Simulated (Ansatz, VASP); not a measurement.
## KCl in VASP and in Ansatz

The input INCAR:

```
PREC     = Accurate       # precision mode
ENCUT    = 520            # plane-wave cutoff, eV
EDIFF    = 1E-7           # SCF threshold, eV
ISMEAR   = 0              # smearing method
SIGMA    = 0.05           # smearing width, eV
LREAL    = False          # projectors in reciprocal space
LASPH    = True           # aspherical terms in the spheres
NELM     = 60             # most SCF steps
ALGO     = Normal         # electronic algorithm
ISIF     = 2              # what is computed and relaxed
LWAVE    = False          # write WAVECAR
LCHARG   = True           # write CHGCAR
GGA      = PS             # functional
LELF     = True           # ELF
LVHAR    = True         
NBANDS   = 15             # bands
```

The input KPOINTS:

```
Automatic mesh
0
Gamma
  6 6 6
```

File POSCAR:

```
KCl
1.0
    0.0000000000      3.1561000000      2.9036120000
    3.1561000000      0.0000000000      2.9036120000
    3.1561000000      3.1561000000      0.0000000000
K Cl
1 1
Direct
    0.0000000000      0.0000000000      0.0000000000
    0.5000000000      0.5000000000      0.5000000000
```

Input for Ansatz:

```yaml
crystal:
  lattice:
    - [0.0, 3.1561, 2.903612]
    - [3.1561, 0.0, 2.903612]
    - [3.1561, 3.1561, 0.0]
  atoms:
    - { symbol: K, position: [0.0, 0.0, 0.0] }
    - { symbol: Cl, position: [0.5, 0.5, 0.5] }
basis:
  ecutwfc: 420
kpoints:
  mp_grid: { grid: [6, 6, 6] }
hamiltonian:
  xc: pbesol
scf:
  occupations: { method: gaussian, width: 0.05 }
output:
  forces: true
  stress: true
  eigenvalues: true
```

Change from the starting cell: strain +0.000 along x and y, -0.080 along z, atoms carried along.

Alike in both runs: task single point; functional PBEsol; k mesh 6 × 6 × 6; occupations gaussian, width 0.05 eV; no spin polarisation.

```csv
,VASP,Ansatz
version,VASP 6.6.1,Ansatz 0.2.0
potentials or method,"VASP PAW PBE potentials, release 64 (K_sv, Cl)","scalar-relativistic, plane waves, PAW"
plane-wave cutoff (eV),520,420
valence electrons in the cell,16,16
```

Ansatz gave:

| Property | Result |
| --- | --- |
| gap on the k mesh at the Fermi level (eV) | 5.16 |
| least direct gap on the mesh (eV) | 5.16 |
| pressure (GPa) | 1.6 |
| largest component of the traceless stress (GPa) | 3.25 |

Task: What did VASP give for the same quantities?

Result: gap on the k mesh at the Fermi level (eV): 5.15; least direct gap on the mesh (eV): 5.15; pressure (GPa): 1.6; largest component of the traceless stress (GPa): 3.32.

The functional is the same, so the differences come from potentials, cutoffs and numerics.

Caveats: the PAW data sets were made with another functional, which shifts forces and pressure a little (VASP).
